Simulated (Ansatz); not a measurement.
# GaN (P6_3mc): the host for defect calculations

Aim: the runs on the perfect crystal GaN (P6_3mc) that a defect calculation needs first.

Program: Ansatz 0.2.0. Level of theory: plane-wave PAW DFT, r2SCAN; relaxation of the host's cell and atoms; PAW set soft_1, in the first sound run; inputs show where later runs differ. Results are calculated unless marked as measured.

**1. Set-up**

Symmetry: P6_3mc, No. 186, hexagonal system. The conventional cell has a = 3.189 Å, b = 3.189 Å, c = 5.192 Å, α = 90.00°, β = 90.00°, γ = 120.00°. Nearest to Ga lie 4 N at 1.95 to 1.96 Å. Nearest to N lie 4 Ga at 1.95 to 1.96 Å. Farther neighbours and most contacts between anions are not listed.

**2. Host cell relaxation**

Lattice and positions are set free, within the symmetry that the program keeps.

File cell/input.yaml:

```yaml
crystal:
  lattice:
    - [3.1889304, 0.0, 0.0]
    - [-1.5944652, 2.7616947, 0.0]
    - [0.0, 0.0, 5.1923572]
  atoms:
    - { symbol: Ga, position: [0.66666667, 0.33333333, 0.49908371] }
    - { symbol: Ga, position: [0.33333333, 0.66666667, 0.99908371] }
    - { symbol: "N", position: [0.66666667, 0.33333333, 0.87591629] }
    - { symbol: "N", position: [0.33333333, 0.66666667, 0.37591629] }
basis:
  ecutwfc: 500
  xc_grid: 2
hamiltonian:
  xc: r2scan
  pseudopotentials: { kind: paw, azcp: { folder: soft_1 } }
kpoints:
  mp_grid: { grid: [10, 10, 6] }
scf:
  occupations: { method: fixed }
  max_iter: 100
relax:
  f_tol: 0.005
  max_steps: 60
  cell: {}
output:
  forces: true
  stress: true
checkpoint:
  write: "../cell.run"
  compress: false
  write_wavefunctions: false
  write_every: 100000
```

The run is started by

```bash
ansatz run input.yaml --threads 32 --pin off --max-ram 84787MiB --backend cuda --events-out ev --progress --plain --runs-dir out --max-vram 78GiB
```

Numbers of over 12 decimals in the logs are rounded to 6 here.

Log:

```text
[... repeated set-up lines and file paths are left out, and long positions are rounded to six places ...]
Engine: ansatz 0.2.0, aarch64-unknown-linux-gnu
Pseudopotentials: kind: paw
Pseudopotential: Ga, paw, valence charge 13, recommended cutoff 500 eV (meta_gga), soft_1/Ga.paw.azcp
Pseudopotential: N, paw, valence charge 5, recommended cutoff 500 eV (meta_gga), soft_1/N.paw.azcp
Functional definition: r2SCAN
  parameter k0 = 0.174
  parameter k1 = 0.065
  parameter a1 = 4.9479
  exchange = r2scan_x(k0 = k0, k1 = k1, a1 = a1)
  correlation = r2scan_c
[...]
Crystal: 4 atoms, lattice volume = 45.728 Å³
Basis set: ecut = 500 eV, 1141 PW (Γ), exchange–correlation on 48×48×80 points (8 copies of the dense FFT grid, shifted against one another)
Bands: 22, of which v1, the nominal top of the filled ones, is band 18 counted from 1 (17 counted from 0)
Symmetry: 12 space group operations
Space group: P63mc (ITA 186), of the structure as read, at distance tolerance 3.6e-5 Å
k-points: 56 of 600 (time reversal used)
Non-local potential: Ga, projectors of the file, l = 0: 2, l = 1: 2, l = 2: 3, l = 3: 1
Non-local potential: N, projectors of the file, l = 0: 2, l = 1: 2, l = 2: 1
PAW form: soft (Blöchl's): semilocal exchange-correlation on the pseudo side does not see the compensation charge
PAW frozen core: Ga, regenerated for the run's functional (the file was generated under x = pbe(κ = 0.804, μ = 0.219515), c = pbe(β = 0.066725))
PAW frozen core: N, regenerated for the run's functional (the file was generated under x = pbe(κ = 0.804, μ = 0.219515), c = pbe(β = 0.066725))
PAW one-centre angular grid: Ga, 590 points (default); XC on 160 Gauss nodes
PAW one-centre angular grid: N, 302 points (default); XC on 160 Gauss nodes
Initial density: superposition of atomic densities (chi_scale 0.1, normalization cell, long waves kept (reshape's long-wave potential 0.00 eV rms))
Initial wavefunctions: pseudopotential atomic-orbital guess
[...]
Functional: x = r2scan, c = r2scan; τ floored in thin density (d = 2e-4 eV/Å³)
SCF iter   1: F=—  HF=-8353.733452 eV  |Δ(HF+E_count)|=         —  Δρ=1.16e-1  dr2=4.92e0  dr2_τ=5.70e-1  Hψ=4387
preconditioner: auto → Resta (q_TF=auto, 2.622 Å⁻¹)  ε∞=4.4  [insulator: Δε(μ)=2.869 eV  Ē_g=17.848 eV  n_scr=22 (ndim 8)  ℏωp=32.9 eV  f_vac=0.000  ε∞_Penn≈4.4]
SCF iter   2: F=—  HF=-8352.706502 eV  |Δ(HF+E_count)|=    1.03e0  Δρ=5.17e-2  dr2=6.81e-1  dr2_τ=7.33e-2  Hψ=2873
[...]
SCF iter   9: F=-8352.779862 eV  HF=-8352.779862 eV  |Δ(HF+E_count)|=   5.47e-8  Δρ=5.82e-6  dr2=1.24e-8  dr2_τ=2.01e-10  Hψ=4428
SCF 1 converged in 9 iterations: F = -8352.779862 eV  dr2 = 1.24e-8
  greatest PAW one-centre occupation: 0.994 electrons in one spin orbital (limit 2), on the Ga atom at site 1 (counted from 0), in its partial waves of l = 2
relax step   1: F+E_penalty+E_count = -8352.77986169 eV  Δ(F+E_penalty+E_count) = +0.000e0 eV  max|allowed force component| = 1.081e-3 eV/Å  Δτ_max = 0.0000 Å  P = -1.004 GPa  Ω = 45.728 Å³  (9 SCF iters, dr2 threshold 1.00e-7 eV, accepted)
[... the SCF cycles and remarks between the steps are left out from here to the last step ...]
relax step   2: F+E_penalty+E_count = -8352.78059366 eV  Δ(F+E_penalty+E_count) = -7.320e-4 eV  max|allowed force component| = 9.540e-4 eV/Å  Δτ_max = 0.0001 Å  P = -0.386 GPa  Ω = 45.582 Å³  energy of the carried Pulay correction = +9.690e-5 eV  (5 SCF iters, dr2 threshold 4.00e-7 eV, accepted)
relax step   3: F+E_penalty+E_count = -8352.78076222 eV  Δ(F+E_penalty+E_count) = -1.686e-4 eV  max|allowed force component| = 4.761e-4 eV/Å  Δτ_max = 0.0001 Å  P = +0.005 GPa  Ω = 45.491 Å³  energy of the carried Pulay correction = +1.573e-4 eV  (4 SCF iters, dr2 threshold 3.76e-7 eV, accepted)
[...]
iter 1 solved again at ethr=2.23e-8 eV; its pass at ethr=3.10e-3 eV (dr2=8.02e-6 eV) is discarded
SCF iter   1: F=—  HF=-8352.780473 eV  |Δ(HF+E_count)|=         —  Δρ=3.26e-5  dr2=3.09e-7  dr2_τ=5.56e-8  Hψ=8233
[...]
SCF iter   2: F=—  HF=-8352.780591 eV  |Δ(HF+E_count)|=   1.17e-4  Δρ=1.83e-5  dr2=1.13e-7  dr2_τ=5.87e-9  Hψ=2394
SCF iter   3: F=—  HF=-8352.780591 eV  |Δ(HF+E_count)|=   5.15e-8  Δρ=9.39e-6  dr2=2.29e-8  dr2_τ=7.03e-10  Hψ=1789
SCF iter   4: F=—  HF=-8352.780591 eV  |Δ(HF+E_count)|=   8.39e-9  Δρ=1.28e-6  dr2=5.29e-10  dr2_τ=7.98e-11  Hψ=2218
SCF iter   5: F=-8352.780591 eV  HF=-8352.780591 eV  |Δ(HF+E_count)|=  2.71e-10  Δρ=3.15e-7  dr2=3.97e-11  dr2_τ=3.53e-12  Hψ=6115
SCF 4 converged in 5 iterations: F = -8352.780591 eV  dr2 = 3.97e-11
relax step   4: F+E_penalty+E_count = -8352.78059064 eV  Δ(F+E_penalty+E_count) = +1.716e-4 eV  max|allowed force component| = 5.026e-4 eV/Å  Δτ_max = 0.0000 Å  P = +0.004 GPa  Ω = 45.491 Å³  stress off target by 4.57e-3 GPa  SCF on the basis re-selected at this cell (its energy is not comparable with the rows above)  (5 SCF iters)
basis re-selected at this cell: Δ(F+E_penalty+E_count) = +1.716e-4 eV, ΔP = -0.001 GPa vs the last step (what re-selecting the basis moved, of the pressure what is left beyond the Pulay correction that the steps carried, after the strain that the cell walked [...]
SCF converged after 5 iterations
Free energy (F): -8352.780591 eV
Harris-Foulkes:  -8352.780591 eV  (|F-HF|=5.46e-12)
Internal energy: -8352.780591 eV  (E = F + TS)
E sigma→0 (E₀):  -8352.780591 eV
Fermi energy:    9.470439 eV
--- Per-component energies (eV) ---
  E_band       = -29.933864
  E_kinetic    = 481.168783
  E_local      = -2831.924578  (includes V_loc(G=0)·N_el)
  E_nonlocal   = -105.946459
  E_hartree    = 1798.202297
  E_xc         = -231.725242
  E_vxc        = -280.053635  (∫ρ·V_xc dr)
  E_paw        = -4283.182559  (= ΣΔE_a)
  E_vpaw       = -904.838753  (= ΣTr[D̂ρ^β])
  E_aug_tail   = 0.000047  (compensation charges beyond the density's cutoff)
  E_vtau       = 15.256407  (kinetic-family band-sum trace: ∫τ·v_τ [+ j·A + Jᵃ·Aᵃ] dr)
  E_ewald      = -3178.007619
  E_core_change = -1.365260  (= ΣΔE_core)
  E_smearing   = -0.000000  (= −TS)
  E_closure    = -0.000000  (closes the sum)
  Σ components = -8352.780591   (vs F -8352.780591, Δ=0.00e0)
--- Forces (eV/Å), atoms counted from 1 ---
  atom   1  Ga    -0.00000000    -0.00000000     0.00068659
  atom   2  Ga    -0.00000000     0.00000000     0.00068659
  atom   3  N      0.00000000     0.00000000    -0.00031868
  atom   4  N      0.00000000    -0.00000000    -0.00031868
  max |Σ_I F_I| component: 7.36e-4 eV/Å
--- Stress (GPa, compression-positive) ---
        0.004568       0.000000       0.000000
       -0.000000       0.004568       0.000000
        0.000000       0.000000       0.001914
  P = ⅓ Tr σ = 0.0037 GPa (0.037 kbar)
--- Band table (eV; the first three rows and the last of 56) ---
  k-point 0: bands = ["-7.3415", "-6.3578", "-4.4062", "-4.3910", "-4.3910", "-4.3238", "-4.3238", "-4.1119", "-4.1119", "-4.0142", [... rest cut ...]
  k-point 1: bands = ["-7.2607", "-6.3985", "-4.3889", "-4.3889", "-4.3821", "-4.3306", "-4.3306", "-4.1031", "-4.1031", "-4.0186", [... rest cut ...]
--- Relaxed structure (3 steps of the walk, 3 accepted, 1 SCFs on fresh bases) ---
  F+E_penalty+E_count = -8352.78059064 eV   max|allowed force component| = 5.026e-4 eV/Å   (the final SCF, on the basis selected at the relaxed cell)
  cell:  # Å, volume = 45.4914 Å³
    - [3.183273, 0.0, 0]
    - [-1.591636, 2.756795, -1.7456915312936015e-19]
    - [0, -3.282134672698873e-19, 5.183832]
  atoms:
    - { symbol: Ga, position: [0.666667, 0.333333, 0.499106] }
    - { symbol: Ga, position: [0.333333, 0.666667, 0.999106] }
    - { symbol: N, position: [0.666667, 0.333333, 0.875894] }
    - { symbol: N, position: [0.333333, 0.666667, 0.375894] }
```

The job ended after 1.7 s (1 × NVIDIA GB200 with 32 threads of Arm Neoverse V2, shared host; peak memory 1.1 GiB; 8.1 s of CPU time).

The steps of the relaxation:

| step | energy less that of the first step (eV) | largest force component (eV/Å) | pressure (GPa) | volume (Å³) |
| --- | --- | --- | --- | --- |
| 1 | 0.0000 | 0.0011 | -1.00 | 45.73 |
| 2 | -0.0007 | 0.0010 | -0.39 | 45.58 |
| 3 | -0.0009 | 0.0005 | 0.00 | 45.49 |
| 4* | -0.0007 | 0.0005 | 0.00 | 45.49 |

Relaxation steps marked * repeat the geometry before them on a plane-wave basis chosen anew for their cell, so energy and pressure can jump there.

Forces are held to the 12 operations that the run works with; a distortion that breaks them can't arise in this run.

| conventional cell, symmetrised | before | after | change |
| --- | --- | --- | --- |
| a (Å) | 3.189 | 3.183 | -0.2 % |
| b (Å) | 3.189 | 3.183 | -0.2 % |
| c (Å) | 5.192 | 5.184 | -0.2 % |
| volume (Å³/atom) | 11.43 | 11.37 | -0.5 % |

The relaxed structure:

```xyz
4
Lattice="3.1833 0.0000 0.0000 -1.5916 2.7568 0.0000 0.0000 0.0000 5.1838" Properties=species:S:1:pos:R:3 pbc="T T T"
Ga    1.5917    0.9189    2.5873
Ga    0.0000    1.8379    5.1792
N     1.5917    0.9189    4.5405
N     0.0000    1.8379    1.9486
```

Numbers from this step:

| Property | Result |
| --- | --- |
| pressure | 0.003683 GPa |

**3. Dielectric tensors of the host**

The response to a uniform electric field gives the electronic dielectric tensor.

This step: plane-wave PAW DFPT, PBEsol; dielectric tensors, Born charges and zone-centre modes of the host; PAW set soft_1 (Ansatz 0.2.0).

File eps/input.yaml:

```yaml
crystal:
  lattice:
    - [3.1832726057, 0.0, 0.0]
    - [-1.5916363029, 2.7567949437, 0.0]
    - [0.0, 0.0, 5.1838317307]
  atoms:
    - { symbol: Ga, position: [0.6666666667, 0.3333333333, 0.4991062363] }
    - { symbol: Ga, position: [0.3333333333, 0.6666666667, 0.9991062363] }
    - { symbol: "N", position: [0.6666666667, 0.3333333333, 0.8758937637] }
    - { symbol: "N", position: [0.3333333333, 0.6666666667, 0.3758937637] }
basis:
  ecutwfc: 420
hamiltonian:
  xc: pbesol
  pseudopotentials: { kind: paw, azcp: { folder: soft_1 }, xc_functional: pbe }
kpoints:
  mp_grid: { grid: [9, 9, 5] }
scf:
  occupations: { method: fixed }
  max_iter: 100
phonons:
  method: dfpt
  dielectric: true
  rigid_motions: translations
```

Log:

```text
[...]
Crystal: 4 atoms, lattice volume = 45.491 Å³
Basis set: ecut = 420 eV, 893 PW (Γ), exchange–correlation on 48×48×72 points (8 copies of the dense FFT grid, shifted against one another)
Bands: 22, of which v1, the nominal top of the filled ones, is band 18 counted from 1 (17 counted from 0)
Symmetry: 12 space group operations
k-points: 115 of 405 (irreducible under 2 space group operations, time reversal used)
[...]
SCF iter   1: F=—  HF=-8246.860112 eV  |Δ(HF+E_count)|=         —  Δρ=1.04e-1  dr2=4.20e0  Hψ=9075
[...]
SCF iter   2: F=—  HF=-8245.823215 eV  |Δ(HF+E_count)|=    1.04e0  Δρ=4.56e-2  dr2=5.02e-1  Hψ=4926
[...]
SCF iter  10: F=-8245.700331 eV  HF=-8245.700331 eV  |Δ(HF+E_count)|=  7.33e-10  Δρ=3.50e-7  dr2=4.06e-11  Hψ=15768
SCF 1 converged in 10 iterations: F = -8245.700331 eV  dr2 = 4.06e-11
[...]
the response reads at least the filled bands of the reference SCF and the lowest empty band at each k-point, and that SCF's band table does not vouch for those bands. The notice of the band table in this run's record says why
[...]
NSCF: frozen V_eff on 1 k-points
[...]
NSCF: frozen V_eff on 36 k-points, pencils in batches of 32, up to order 88
[...]
DFPT response loops at q = (0, 0, 0) (fractional): preconditioner auto → Resta (q_TF=auto, 2.624 Å⁻¹)  ε∞=5.7 (no band partly filled); β = 1.00, the filter's whole step (`scf.mixing.beta` (0.50) is not read by the response loops at its default; [...]
[...]
DFPT response loops at Γ: preconditioner auto → Resta (q_TF=auto, 2.624 Å⁻¹)  ε∞=5.7 (no band partly filled); β = 1.00, the filter's whole step (`scf.mixing.beta` (0.50) is not read by the response loops at its default; [...]
── the response to a field inside a basis, on 12×12×8 k-points: an SCF that follows is theirs, and a resumed run solves both again ──
[...]
Bands: 19, of which v1, the nominal top of the filled ones, is band 18 counted from 1 (17 counted from 0)
k-points: 168 of 1152 (irreducible under 4 space group operations, time reversal used)
[...]
Eigensolver: Dense (168 Hₖ)
SCF iter   1: F=—  HF=-8245.697695 eV  |Δ(HF+E_count)|=         —  Δρ=3.48e-4  dr2=1.64e-5
[...]
SCF iter   4: F=-8245.697694 eV  HF=-8245.697694 eV  |Δ(HF+E_count)|=   1.84e-6  Δρ=1.07e-5  dr2=2.57e-8
SCF 1 converged in 4 iterations: F = -8245.697694 eV  dr2 = 2.57e-8
[...]
WARN: field response: ε∞ stands inside a basis, on 12×12×8 points; [...]
SCF converged after 10 iterations
Free energy (F): -8245.700331 eV
[...]
Internal energy: -8245.700331 eV  (E = F + TS)
E sigma→0 (E₀):  -8245.700331 eV
Fermi energy:    9.608008 eV
[...]
--- Band table (eV; the first three rows and the last of 115) ---
[...]
--- Phonons (Γ-DFPT): 4 representative perturbations + reference (Σ response iterations 22) ---
  k mesh reduced under 2 symmetry operations, with k and −k counted as one. Each operation leaves every solved perturbation unchanged. A smaller set is not considered because the run solves the response to a homogeneous field
  ASR residual: 2.026e-4 → 0.000e0 eV/Å²; symmetrization residual: 2.001e-9 eV/Å²
  ASR residual per site (eV/Å²): 1.69e-4 1.69e-4 2.03e-4 2.03e-4
  Γ frequencies (cm⁻¹): 0.00 0.00 0.00 136.49 136.49 326.87 520.93 544.14 544.14 552.78 552.78 677.09
  ε∞ (high-frequency dielectric tensor):
        5.833686    -0.000000    -0.000000
       -0.000000     5.833686     0.000000
       -0.000000     0.000000     6.016055
  ε⁰ (static dielectric tensor: ions relaxed, cell fixed):
       10.099291    -0.000000    -0.000000
       -0.000000    10.099291     0.000000
       -0.000000     0.000000    11.187370
  ε⁰ − ε∞ (ionic part):
        4.265605    -0.000000     0.000000
       -0.000000     4.265605     0.000000
        0.000000     0.000000     5.171315
  softest optical mode at Γ: 136.49 cm⁻¹; the repairs (sum rule, projections) moved no ω² at Γ by more than (1.98 cm⁻¹)²
  Born effective charges Z* (e; rows j = field, columns β = displacement):
    site 0:
         2.60952   -0.00000   -0.00000
        -0.00000    2.60952    0.00000
        -0.00000    0.00000    2.75066
    site 1:
         2.60952   -0.00000   -0.00000
        -0.00000    2.60952    0.00000
        -0.00000    0.00000    2.75066
    site 2:
        -2.60952    0.00000    0.00000
         0.00000   -2.60952   -0.00000
         0.00000   -0.00000   -2.75066
    site 3:
        -2.60952    0.00000    0.00000
         0.00000   -2.60952   -0.00000
         0.00000   -0.00000   -2.75066
  Z* charge neutrality: 2.574e-3 e pre-enforcement
  solved inside a basis spanned on kpoints, on 12×12×8 k-points, its susceptibility summed on 18×18×10: ε∞ is read to err by 1.7e-2, Z* by 1.5e-2 e (field_mesh: kpoints solves on kpoints); Z* is corrected for what the basis lacks
  optical modes at Γ without the LO–TO term, one row a degenerate level:
      ω (cm⁻¹)  modes    IR ((D/Å)²/amu)
        136.49      2             0.0000
        326.87      1             0.0000
        520.93      1            29.9312
        544.14      2            53.8771
        552.78      2             0.0000
        677.09      1             0.0000
  optical modes at Γ + LO–TO along q̂ = [1.0000, 0.0000, 0.0000]:
      ω (cm⁻¹)  modes    IR ((D/Å)²/amu)
        136.49      2             0.0000
        326.87      1             0.0000
        520.93      1            29.9312
        544.14      1            26.9385
        552.78      2             0.0000
        677.09      1             0.0000
        715.96      1            26.9385
  optical modes at Γ + LO–TO along q̂ = [0.0000, 1.0000, 0.0000]:
      ω (cm⁻¹)  modes    IR ((D/Å)²/amu)
        136.49      2             0.0000
        326.87      1             0.0000
        520.93      1            29.9312
        544.14      1            26.9385
        552.78      2             0.0000
        677.09      1             0.0000
        715.96      1            26.9385
  optical modes at Γ + LO–TO along q̂ = [0.0000, 0.0000, 1.0000]:
      ω (cm⁻¹)  modes    IR ((D/Å)²/amu)
        136.49      2             0.0000
        326.87      1             0.0000
        544.14      2            53.8771
        552.78      2             0.0000
        677.09      1             0.0000
        710.37      1            29.9312
```

Elapsed: 7.8 s, on 1 × NVIDIA GB200 with 32 threads; peak memory 2.1 GiB.

Electronic dielectric tensor:

```
5.83 0.00 0.00
0.00 5.83 0.00
0.00 0.00 6.02
```

Static dielectric tensor:

```
10.10  0.00  0.00
 0.00 10.10  0.00
 0.00  0.00 11.19
```

The principal values of the electronic dielectric tensor are 5.83, 5.83 and 6.02. The principal values of the static dielectric tensor are 10.10, 10.10 and 11.19.

[end of part 1 of 3]

[Logs are printed without paths, hosts, clocks, repeated set-up lines and the standing remarks that a program may print on its own settings, such as how far it seeks lower states.]

[Hosts, paths, dates, database ids (printed as entryN), source tags and the programs' standing remarks are cut or masked in the printed files.]

[Runs of the host that timed out are not shown.]

[For some hosts the program warned that the k-mesh of the response run may be too coarse for force constants and the static dielectric constant; such warnings are not always shown.]
